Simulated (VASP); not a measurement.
# Ni (Fm-3m) in VASP: notebook

One crystal, Ni, is run at these levels: PBE; tasks: relaxation of cell and atoms.

Program: VASP 6.6.1. These are calculated values, not measurements. Logs are shortened: lines on timing, memory, paths and dates and some standing lists are left out, and cuts for length are marked.

## Step 1: Starting point

The structure is cubic, space group Fm-3m (No. 225). Conventional cell: a = 3.524 Å, b = 3.524 Å, c = 3.524 Å, α = 90.00°, β = 90.00°, γ = 90.00°. Ni (site symmetry m-3m) is surrounded by 12 Ni at 2.49 Å.

## Step 2: Relaxation of cell and atoms, PBE, collinear spin, ferromagnetic start

INCAR reads:

```
SYSTEM = Ni
PREC = Accurate
ENCUT = 520
EDIFF = 1E-6
ISMEAR = 0
SIGMA = 0.1
LREAL = .False.
LASPH = .True.
NELM = 120
ALGO = Normal
ISIF = 3
LWAVE = .False.
LCHARG = .False.
ISPIN = 2
MAGMOM = 1
LORBIT = 11
LMAXMIX = 4
GGA = PE
IBRION = 2
NSW = 90
EDIFFG = -0.01
```

KPOINTS reads:

```
regular mesh
0
Gamma
  21 21 21
  0 0 0
```

POSCAR reads:

```
Ni
1.0
    0.0000000000      1.7619350000      1.7619350000
    1.7619350000      0.0000000000      1.7619350000
    1.7619350000      1.7619350000      0.0000000000
Ni
1
Direct
    0.0000000000      0.0000000000      0.0000000000
```

Potentials or basis: VASP PAW PBE potentials, release 64 (Ni).

Started as:

```sh
cat potpaw_PBE.64/Ni/POTCAR > POTCAR
mpirun -np 1 vasp_std > vasp.out
```

OUTCAR:

```text
SYSTEM = Ni
   PREC = Accurate
   ENCUT = 520
   EDIFF = 1E-6
   ISMEAR = 0
   LREAL = .False.
   LASPH = .True.
   NELM = 120
   ISIF = 3
   ISPIN = 2
   LORBIT = 11
   GGA = PE
   IBRION = 2
   NSW = 90
   EDIFFG = -0.01

 ion  position               nearest neighbor table
   1  0.000  0.000  0.000-

  LATTYP: Found a face centered cubic cell.
 ALAT       =     3.5238700000

  Lattice vectors:

 A1 = (   0.0000000000,   1.7619350000,   1.7619350000)
 A2 = (   1.7619350000,   0.0000000000,   1.7619350000)
 A3 = (   1.7619350000,   1.7619350000,   0.0000000000)

Analysis of symmetry for initial positions (statically):
=====================================================================
 Subroutine PRICEL returns:
 Original cell was already a primitive cell.

 Routine SETGRP: Setting up the symmetry group for a
 face centered cubic supercell.

 Subroutine GETGRP returns: Found 48 space group operations
 (whereof 48 operations were pure point group operations)
 out of a pool of 48 trial point group operations.

The static configuration has the point symmetry O_h .

Analysis of symmetry for dynamics (positions and initial velocities):
=====================================================================
 Subroutine PRICEL returns:
 Original cell was already a primitive cell.

 Routine SETGRP: Setting up the symmetry group for a
 face centered cubic supercell.

 Subroutine GETGRP returns: Found 48 space group operations
 (whereof 48 operations were pure point group operations)
 out of a pool of 48 trial point group operations.

The dynamic configuration has the point symmetry O_h .

Analysis of structural, dynamic, and magnetic symmetry:
=====================================================================
 Subroutine PRICEL returns:
 Original cell was already a primitive cell.

 Routine SETGRP: Setting up the symmetry group for a
 face centered cubic supercell.

 Subroutine GETGRP returns: Found 48 space group operations
 (whereof 48 operations were pure point group operations)
 out of a pool of 48 trial point group operations.

The overall configuration has the point symmetry O_h .

 Subroutine INISYM returns: Found 48 space group operations
 (whereof 48 operations are pure point group operations),
 and found     1 'primitive' translations

----------------------------------------------------------------------------------------

                                     Primitive cell

  volume of cell :      10.9396

  direct lattice vectors                    reciprocal lattice vectors
     0.000000000  1.761935000  1.761935000    -0.283778914  0.283778914  0.283778914
     1.761935000  0.000000000  1.761935000     0.283778914 -0.283778914  0.283778914
     1.761935000  1.761935000  0.000000000     0.283778914  0.283778914 -0.283778914

  length of vectors
     2.491752373  2.491752373  2.491752373     0.491519496  0.491519496  0.491519496

  position of ions in fractional coordinates (direct lattice)
     0.000000000  0.000000000  0.000000000

  ion indices of the primitive-cell ions
   primitive index   ion index
                 1           1

----------------------------------------------------------------------------------------

 KPOINTS: regular mesh

Automatic generation of k-mesh.
 Grid dimensions read from file:
 generate k-points for:   21   21   21

 Generating k-lattice:

  Cartesian coordinates                     Fractional coordinates (reciprocal lattice)
    -0.013513282  0.013513282  0.013513282     0.047619048  0.000000000  0.000000000
     0.013513282 -0.013513282  0.013513282     0.000000000  0.047619048  0.000000000
     0.013513282  0.013513282 -0.013513282     0.000000000  0.000000000  0.047619048

  Length of vectors
     0.023405690  0.023405690  0.023405690

  Shift w.r.t. Gamma in fractional coordinates (k-lattice)
     0.000000000  0.000000000  0.000000000

 Subroutine IBZKPT returns following result:
 ===========================================

 Found    286 irreducible k-points:

 Following reciprocal coordinates:
            Coordinates               Weight
  0.000000  0.000000  0.000000      1.000000
  0.047619  0.000000  0.000000      8.000000
  0.095238  0.000000  0.000000      8.000000
  0.142857  0.000000  0.000000      8.000000
  0.190476  0.000000  0.000000      8.000000
  0.238095  0.000000  0.000000      8.000000
[... 16 lines left out ...]
 -0.428571  0.047619  0.000000     24.000000
 -0.380952  0.047619  0.000000     24.000000
 [... further k-points ...]
   k-points           NKPTS =    286   k-points in BZ     NKDIM =    286   number of bands    NBANDS=     10
   number of dos      NEDOS =    301   number of ions     NIONS =      1
   total plane-waves  NPLWV =   8000
   dimension x,y,z NGX =    20 NGY =   20 NGZ =   20
   dimension x,y,z NGXF=    40 NGYF=   40 NGZF=   40
   ions per type =               1
   NGX,Y,Z   is equivalent  to a cutoff of  13.34, 13.34, 13.34 a.u.
   NGXF,Y,Z  is equivalent  to a cutoff of  26.69, 26.69, 26.69 a.u.
 SYSTEM =  Ni
   PREC   = accura    normal or accurate (medium, high low for compatibility)
   ISTART =      0    job   : 0-new  1-cont  2-samecut
   ICHARG =      2    charge: 1-file 2-atom 10-const
   ISPIN  =      2    spin polarized calculation?
   LNONCOLLINEAR =      F non collinear calculations
   LSORBIT =      F    spin-orbit coupling
   LASPH  =      T    aspherical Exc in radial PAW
   ENCUT  =  520.0 eV  38.22 Ry    6.18 a.u.   4.63  4.63  4.63*2*pi/ulx,y,z
   NELM   =    120;   NELMIN=  2; NELMDL= -5     # of ELM steps
   EDIFF  = 0.1E-05   stopping-criterion for ELM
   LREAL  =      F    real-space projection
   EDIFFG = -.1E-01   stopping-criterion for IOM
   NSW    =     90    number of steps for IOM
   IBRION =      2    ionic relax: 0-MD 1-quasi-New 2-CG
   NFREE  =      1    steps in history (QN), initial steepest desc. (CG)
   ISIF   =      3    stress and relaxation
   ISYM   =      2    0-nonsym 1-usesym 2-fastsym
   POTIM  = 0.5000    time-step for ionic-motion
   TEBEG  =    0.0;   TEEND  =   0.0 temperature during run
   PSTRESS=    0.0 pullay stress
   NELECT =      10.0000    total number of electrons
   NUPDOWN=      -1.0000    fix difference up-down
   EMIN   =  10.00;   EMAX   =-10.00  energy-range for DOS
   EFERMI =   0.00;   METHOD = LEGACY
   ISMEAR =     0;   SIGMA  =   0.10  broadening in eV -4-tet -1-fermi 0-gaus
   EFERMI_NEDOS =   21; number of points for ismear=-14 and -15
   IALGO  =     38    algorithm
   IMIX   =      4    mixing-type and parameters
     AMIX     =   0.40;   BMIX     =  1.00
     AMIX_MAG =   1.60;   BMIX_MAG =  1.00
  volume/ion in A,a.u.               =      10.94        73.82
  Fermi-wavevector in a.u.,A,eV,Ry     =   1.588821  3.002436 34.345893  2.524352
  Thomas-Fermi vector in A             =   2.687765
   LORBIT       =     11    0 simple, 1 ext, 2 COOP (PROOUT), +10 PAW based schemes
   GGA     = PE    functional components
   LHFCALC =     F    Hartree Fock is set to
   AEXX    =    0.0000 exact exchange contribution
   IVDW    =     0    specifies the selected vdW correction
   LEPSILON=     F    determine dielectric tensor
   LRPA    =     F    only Hartree local field effects (RPA)
 conjugate gradient relaxation of ions
 spin polarized calculation
 Gauss-broadening in eV      SIGMA  =   0.10
  energy-cutoff  :      520.00
  volume of cell :       10.94
 maximum number of plane-waves:       305
   NGX =  9   NGY =  9   NGZ =  9

--------------------------------------- Ionic step        1  -------------------------------------------

 number of electron      10.0000010 magnetization       0.6127890

 Free energy of the ion-electron system (eV)
  ---------------------------------------------------
  ext. energy  EPLUGINS =         0.00000000
  ---------------------------------------------------
  free energy    TOTEN  =        -5.47419968 eV

  energy without entropy =       -5.46513354  energy(sigma->0) =       -5.46966661

------------------------ aborting loop because EDIFF is reached ----------------------------------------

  FORCE on cell =-STRESS in cart. coord.  units (eV):
  Direction    XX          YY          ZZ          XY          YZ          ZX
  --------------------------------------------------------------------------------------
  -------------------------------------------------------------------------------------
  Total       -0.0772534     -0.0772534     -0.0772534     -0.0000000      0.0000000     -0.0000000
  in kB      -11.3143197    -11.3143197    -11.3143197     -0.0000000      0.0000000     -0.0000000
  external PRESSURE =     -11.3143197 kB  Pullay stress =       0.0000000 kB
[... 55 lines left out ...]
  energy  without entropy=       -5.4652574269  energy(sigma->0) =       -5.46970959

--------------------------------------- Ionic step        3  -------------------------------------------

 number of electron      10.0000009 magnetization       0.6100533

 Free energy of the ion-electron system (eV)
  ---------------------------------------------------
  ext. energy  EPLUGINS =         0.00000000
  ---------------------------------------------------
  free energy    TOTEN  =        -5.47438732 eV

  energy without entropy =       -5.46539675  energy(sigma->0) =       -5.46989203

 E-fermi :   9.3763     XC(G=0): -13.2540

 val. band max:        9.3759957587   @ k =  -0.3810   0.1905   0.0476
 cond. band min:       9.3768298532   @ k =   0.4762   0.4286   0.0000
 fundamental gap:      0.0008340945
 Fermi energy:         9.3762507443

 spin component 1

 k-point     1 :       0.0000    0.0000    0.0000
  band No.  band energies     occupation
      1       0.3657      1.00000
      2       6.9494      1.00000
      3       6.9494      1.00000
      4       6.9494      1.00000
      5       8.1297      1.00000
      6       8.1297      1.00000
      7      33.0955      0.00000
      8      36.9566      0.00000
      9      36.9566      0.00000
     10      36.9566      0.00000
[... 287 lines left out ...]
 k-point    24 :      -0.3810    0.0476    0.0000
  band No.  band energies     occupation
      1       4.3883      1.00000
      2       7.0034      1.00000
      3       7.0555      1.00000
      4       7.5937      1.00000
      5       8.5657      1.00000
      6       8.9541      1.00000
      7      17.3411      0.00000
      8      31.0897      0.00000
      9      33.2430      0.00000
     10      34.7979      0.00000

 [... further k-points ...]

 spin component 2

 k-point     1 :       0.0000    0.0000    0.0000
  band No.  band energies     occupation
      1       0.3290      1.00000
      2       7.6885      1.00000
      3       7.6885      1.00000
      4       7.6885      1.00000
      5       8.6953      1.00000
      6       8.6953      1.00000
      7      32.9329      0.00000
      8      36.9347      0.00000
      9      36.9347      0.00000
     10      36.9347      0.00000
[... 327 lines left out ...]
  FREE ENERGIE OF THE ION-ELECTRON SYSTEM (eV)
  ---------------------------------------------------
  free  energy   TOTEN  =        -5.4743873219 eV

  energy  without entropy=       -5.4653967464  energy(sigma->0) =       -5.46989203

 reached required accuracy - stopping structural energy minimisation

 total charge

# of ion       s       p       d       tot
------------------------------------------
    1        0.497   0.497   8.316   9.310

 magnetization (x)

# of ion       s       p       d       tot
------------------------------------------
    1       -0.007  -0.025   0.654   0.622
```

It took 74 s on 1 thread of Intel Xeon Platinum 8488C (Sapphire Rapids), shared host; peak memory 0.18 GiB.

Results:

- Free energy: -5.4744 eV
- Relaxed volume: 10.88 Å³/atom
- Relaxed cell: a = 2.487 Å, b = 2.487 Å, c = 2.487 Å, α = 60.00°, β = 60.00°, γ = 60.00°
- Space group after relaxing (to 0.05 Å): Fm-3m (No. 225)
- Energy gained by relaxing: 0.2 meV/atom
- Ionic steps: 3
- Pressure after relaxing: 0.0 GPa
- Band gap on the k mesh: none (metal or under the smearing width)
- Net moment: 0.61 μB per cell
- Site moments: Ni +0.62 μB
- Valence electrons inside the program's atomic spheres: Ni 9.31

Step by step:
```
step  energy change (eV)  largest force (eV/Å)  pressure (GPa)  volume (Å³)
   1              0.0000                0.0000           -1.13        10.94
   2              0.0000                0.0000            1.18        10.82
   3             -0.0002                0.0000            0.02        10.88
```

Final structure:
```xyz
1
Lattice="0.0000 1.7588 1.7588 1.7588 0.0000 1.7588 1.7588 1.7588 0.0000" Properties=species:S:1:pos:R:3 pbc="T T T"
Ni    0.0000    0.0000    0.0000
```

## Step 3: Relaxation of cell and atoms, PBE, collinear spin, ferromagnetic start

This run uses another cell than the first one, of 10.88 Å³/atom, 0.995 times its volume.

Edit INCAR of step 2 so:

```diff
@@ -3,3 +3,3 @@
 ENCUT = 520
-EDIFF = 1E-6
+EDIFF = 1E-7
 ISMEAR = 0
@@ -19,3 +19,4 @@
 IBRION = 2
-NSW = 90
-EDIFFG = -0.01
+NSW = 60
+EDIFFG = -0.005
+POTIM = 0.3
```

KPOINTS is that of step 2.

POSCAR reads:

```
Ni                                      
1.0
   -0.0000000000      1.7588383509      1.7588383509
    1.7588383509      0.0000000000      1.7588383509
    1.7588383509      1.7588383509     -0.0000000000
  Ni            
     1
Direct
     0.0000000000000000    0.0000000000000000    0.0000000000000000
```

Potentials or basis: VASP PAW PBE potentials, release 64 (Ni).

Started as:

```sh
cat potpaw_PBE.64/Ni/POTCAR > POTCAR
mpirun -np 1 vasp_std > vasp.out
```

OUTCAR:

```text
SYSTEM = Ni
   PREC = Accurate
   ENCUT = 520
   EDIFF = 1E-7
   ISMEAR = 0
   LREAL = .False.
   LASPH = .True.
   NELM = 120
   ISIF = 3
   ISPIN = 2
   LORBIT = 11
   GGA = PE
   IBRION = 2
   NSW = 60
   EDIFFG = -0.005
   POTIM = 0.3

 ion  position               nearest neighbor table
   1  0.000  0.000  0.000-

  LATTYP: Found a face centered cubic cell.
 ALAT       =     3.5176767018

  Lattice vectors:

 A1 = (   0.0000000000,   1.7588383509,   1.7588383509)
 A2 = (   1.7588383509,   0.0000000000,   1.7588383509)
 A3 = (   1.7588383509,   1.7588383509,   0.0000000000)

Analysis of symmetry for initial positions (statically):
=====================================================================
 Subroutine PRICEL returns:
 Original cell was already a primitive cell.

 Routine SETGRP: Setting up the symmetry group for a
 face centered cubic supercell.

 Subroutine GETGRP returns: Found 48 space group operations
 (whereof 48 operations were pure point group operations)
 out of a pool of 48 trial point group operations.

[... 510 lines left out ...]
      8      36.9348      0.00000
      9      36.9348      0.00000
     10      36.9348      0.00000
[... 287 lines left out ...]
 k-point    24 :      -0.3810    0.0476    0.0000
  band No.  band energies     occupation
      1       4.6820      1.00000
      2       7.5997      1.00000
      3       7.6631      1.00000
      4       7.8839      1.00000
      5       9.2881      0.89362
      6       9.6027      0.00068
      7      17.6173      0.00000
      8      31.0330      0.00000
      9      33.2585      0.00000
     10      34.8889      0.00000

 [... further k-points ...]

------------------------ aborting loop because EDIFF is reached ----------------------------------------

  FORCE on cell =-STRESS in cart. coord.  units (eV):
  Direction    XX          YY          ZZ          XY          YZ          ZX
  --------------------------------------------------------------------------------------
  -------------------------------------------------------------------------------------
  Total        0.0004251      0.0004251      0.0004251      0.0000000      0.0000000      0.0000000
  in kB        0.0625885      0.0625885      0.0625885      0.0000000      0.0000000      0.0000000
  external PRESSURE =       0.0625885 kB  Pullay stress =       0.0000000 kB

 VOLUME and BASIS-vectors are now :
 -----------------------------------------------------------------------------
  energy-cutoff  :      520.00
  volume of cell :       10.88
      direct lattice vectors                 reciprocal lattice vectors
     0.000000000  1.758838351  1.758838351    -0.284278541  0.284278541  0.284278541
     1.758838351  0.000000000  1.758838351     0.284278541 -0.284278541  0.284278541
     1.758838351  1.758838351  0.000000000     0.284278541  0.284278541 -0.284278541

 POSITION                                       TOTAL-FORCE (eV/Angst)
 -----------------------------------------------------------------------------------
      0.00000      0.00000      0.00000         0.000000     -0.000000     -0.000000
 -----------------------------------------------------------------------------------
    total drift:                                0.000000      0.000000      0.000000

  FREE ENERGIE OF THE ION-ELECTRON SYSTEM (eV)
  ---------------------------------------------------
  free  energy   TOTEN  =        -5.4743878692 eV

  energy  without entropy=       -5.4653970224  energy(sigma->0) =       -5.46989245

 reached required accuracy - stopping structural energy minimisation

 total charge

# of ion       s       p       d       tot
------------------------------------------
    1        0.497   0.497   8.316   9.310

 magnetization (x)

# of ion       s       p       d       tot
------------------------------------------
    1       -0.007  -0.025   0.654   0.622
```

OSZICAR:

```text
N       E                     dE             d eps       ncg     rms          rms(c)
DAV:   1     0.266696157376E+02    0.26670E+02   -0.47963E+03 11730   0.129E+03
DAV:   2    -0.576774297497E+01   -0.32437E+02   -0.30861E+02 11594   0.170E+02
DAV:   3    -0.649369512179E+01   -0.72595E+00   -0.72223E+00 12910   0.314E+01
DAV:   4    -0.650013758204E+01   -0.64425E-02   -0.64413E-02 12376   0.263E+00
DAV:   5    -0.650029409975E+01   -0.15652E-03   -0.15651E-03 12642   0.384E-01    0.995E+00
DAV:   6    -0.582444888497E+01    0.67585E+00   -0.15785E+01 12544   0.607E+01    0.609E+00
DAV:   7    -0.549218787865E+01    0.33226E+00   -0.27306E+00 12578   0.235E+01    0.189E+00
DAV:   8    -0.547759596726E+01    0.14592E-01   -0.15382E-02 16010   0.130E+00    0.975E-01
DAV:   9    -0.547498849135E+01    0.26075E-02   -0.18241E-03 16678   0.387E-01    0.261E-01
DAV:  10    -0.547438884908E+01    0.59964E-03   -0.73884E-04 15748   0.226E-01    0.314E-02
DAV:  11    -0.547438751691E+01    0.13322E-05   -0.26591E-05 14090   0.605E-02    0.228E-02
DAV:  12    -0.547438849141E+01   -0.97451E-06   -0.18958E-06 14102   0.132E-02    0.102E-02
DAV:  13    -0.547438784831E+01    0.64310E-06   -0.16786E-07 10990   0.509E-03    0.315E-03
DAV:  14    -0.547438786923E+01   -0.20913E-07   -0.58223E-08  5830   0.295E-03
   1 F= -.54743879E+01 E0= -.54698924E+01  d E =-.547439E+01  mag=     0.6102
```

CONTCAR:

```text
Ni
   1.00000000000000
     0.0000000000000000    1.7588383509000001    1.7588383509000001
     1.7588383509000001    0.0000000000000000    1.7588383509000001
     1.7588383509000001    1.7588383509000001    0.0000000000000000
  Ni
     1
Direct
     0.0000000000000000    0.0000000000000000    0.0000000000000000

  0.00000000E+00  0.00000000E+00  0.00000000E+00
```

Wall time 33 s (1 thread of Intel Xeon Platinum 8488C (Sapphire Rapids), shared host); peak memory 0.16 GiB.

What came out:

* Free energy: -5.4744 eV
* Pressure after relaxing: 0.0 GPa
* Band gap on the k mesh: none (metal or under the smearing width)
* Net moment: 0.61 μB per cell
* Site moments: Ni +0.62 μB
* Valence electrons inside the program's atomic spheres: Ni 9.31

Final structure:
```yaml
crystal:
  lattice:
    - [0.00000, 1.75884, 1.75884]
    - [1.75884, 0.00000, 1.75884]
    - [1.75884, 1.75884, 0.00000]
  atoms:
    - { symbol: Ni, position: [0.00000, 0.00000, 0.00000] }
```

Levels at points of the mesh, in eV from the Fermi level:
Spin up:
| k point | band 2 | band 3 | band 4 | band 5 | band 6 | band 7 | band 8 | band 9 |
| --- | --- | --- | --- | --- | --- | --- | --- | --- |
| (0.00, 0.00, 0.00) | -2.43 | -2.43 | -2.43 | -1.25 | -1.25 | 23.72 | 27.58 | 27.58 |
Spin down:
```csv
k point,band 3,band 4,band 5,band 6,band 7,band 8
"(0.00, 0.00, 0.00)",-1.69,-1.69,-0.68,-0.68,23.56,27.56
```

Caveat: the relaxation stopped at its first step, so nothing moved.
